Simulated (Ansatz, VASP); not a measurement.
One calculation of Si, two programs

Contents of INCAR:

```
ALGO = Normal
EDIFF = 1E-7
ENCUT = 520
GGA = PE
ISIF = 2
ISMEAR = -1
LASPH = T
LCHARG = T
LELF = T
LREAL = F
LVHAR = T
LWAVE = F
NBANDS = 16
NELM = 80
PREC = Accurate
SIGMA = 0.05
```

Contents of KPOINTS:

```
k-points
0
Gamma
  8 8 4
```

The input POSCAR:

```
Si
1.0
    3.8313174605      0.0000000000      0.0000000000
   -1.9156587303      3.3180182508      0.0000000000
    0.0000000000      0.0000000000      6.3326220002
Si
4
Direct
    0.6666666667      0.3333333333      0.9369905000
    0.3333333333      0.6666666667      0.4369905000
    0.6666666667      0.3333333333      0.5630095000
    0.3333333333      0.6666666667      0.0630095000
```

The input input.yaml:

```yaml
crystal:
  lattice:
    - [3.8313174605, 0.0, 0.0]
    - [-1.9156587303, 3.3180182508, 0.0]
    - [0.0, 0.0, 6.3326220002]
  atoms:
    - { symbol: Si, position: [0.6666666667, 0.3333333333, 0.9369905] }
    - { symbol: Si, position: [0.3333333333, 0.6666666667, 0.4369905] }
    - { symbol: Si, position: [0.6666666667, 0.3333333333, 0.5630095] }
    - { symbol: Si, position: [0.3333333333, 0.6666666667, 0.0630095] }
hamiltonian:
  xc: pbe
  pseudopotentials: { kind: paw }
kpoints:
  mp_grid: { grid: [8, 8, 4] }
scf:
  occupations: { method: fermi_dirac, width: 0.05 }
output:
  forces: true
  stress: true
  eigenvalues: true
```

This isn't the form of Si at room conditions, which is diamond.

Alike in both runs: task single point; functional PBE; k mesh 8 × 8 × 4; occupations fermi-dirac, width 0.05 eV; no spin polarisation.

```csv
,VASP,Ansatz
version,VASP 6.6.1,Ansatz 0.2.0
potentials or method,"VASP PAW PBE potentials, release 64 (Si)",Ansatz PAW
plane-wave cutoff (eV),520,420
valence electrons in the cell,16,16
```

VASP gave:

| Quantity | Value |
| --- | --- |
| gap on the k mesh at the Fermi level (eV) | 0.42 |
| least direct gap on the mesh (eV) | 1.03 |
| pressure (GPa) | 1.4 |
| rms of the force components (eV/Å) | 0.005 |

Question: Which values does Ansatz return?

Answer: gap on the k mesh at the Fermi level (eV): 0.42; least direct gap on the mesh (eV): 1.03; pressure (GPa): 1.4; rms of the force components (eV/Å): 0.004.

Atom by atom the forces differ by 0.000 eV/Å (rms over components). The functional is the same, so the differences come from potentials, cutoffs and numerics.

A k mesh can miss the band edges. Expect the measured gap to be larger: semilocal functionals such as PBE lack the derivative discontinuity.
